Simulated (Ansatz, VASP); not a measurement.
Cs in VASP and in Ansatz

The input INCAR:

```
  PREC = Accurate
  ENCUT = 600
  EDIFF = 1E-6
  ISMEAR = -1
  SIGMA = 0.05
  LREAL = False
  LASPH = True
  NELM = 100
  ALGO = Fast
  ISIF = 3
  LWAVE = False
  LCHARG = False
  GGA = PE
  IVDW = 13
  IBRION = 2
  NSW = 60
  EDIFFG = -0.01
```

KPOINTS

```
Automatic mesh
0
Gamma
  6 6 6
```

Contents of POSCAR:

```
Cs
1.0
    0.0000000000      3.9483357400      3.9483357400
    3.9483357400      0.0000000000      3.9483357400
    3.9483357400      3.9483357400      0.0000000000
Cs
1
Direct
    0.0000000000      0.0000000000      0.0000000000
```

Contents of input.yaml:

```yaml
crystal:
  lattice:
    - [0.0, 3.94833574, 3.94833574]
    - [3.94833574, 0.0, 3.94833574]
    - [3.94833574, 3.94833574, 0.0]
  atoms:
    - { symbol: Cs, position: [0.0, 0.0, 0.0] }
hamiltonian:
  xc: pbe
  pseudopotentials: { kind: paw }
  dispersion: d4
kpoints:
  mp_grid: { grid: [6, 6, 6] }
scf:
  occupations: { method: fermi_dirac, width: 0.05 }
output:
  forces: true
  stress: true
  eigenvalues: true
relax:
  f_tol: 0.01
  max_steps: 40
  cell: { stress_tol: 0.05 }
```

This isn't the form of Cs at room conditions, which is bcc.

Alike in both runs: task relaxation of cell and atoms; functional PBE; dispersion D4; k mesh 6 × 6 × 6; occupations fermi-dirac, width 0.05 eV; no spin polarisation.

|  | VASP | Ansatz |
| --- | --- | --- |
| version | VASP 6.6.1 | Ansatz 0.2.0 |
| potentials or method | VASP PAW PBE potentials, release 64 (Cs_sv) | Ansatz PAW |
| plane-wave cutoff (eV) | 600 | 420 |
| valence electrons in the cell | 9 | 9 |

|  | VASP | Ansatz | Ansatz less VASP |
| --- | --- | --- | --- |
| gap on the k mesh at the Fermi level, each at its own relaxed structure (eV) | none | none | - |
| relaxed volume (Å³/atom) | 113.66 | 112.83 | -0.827 |
| relaxed cell length with the largest relative difference (Å) | 5.437 | 5.424 | -0.0132 |
| energy change over the relaxation (meV/atom) | -5 | -4 | +0.2 |

A gap of «none» marks a metal or a gap that the smearing closes.

Caveats: pairwise dispersion overbinds metals, which lowers pressure and volume; the plane-wave basis is chosen anew once the cell has moved, so the energies of steps on either side of that aren't comparable (Ansatz). Spin-orbit coupling is left out, which matters for the levels of Cs.
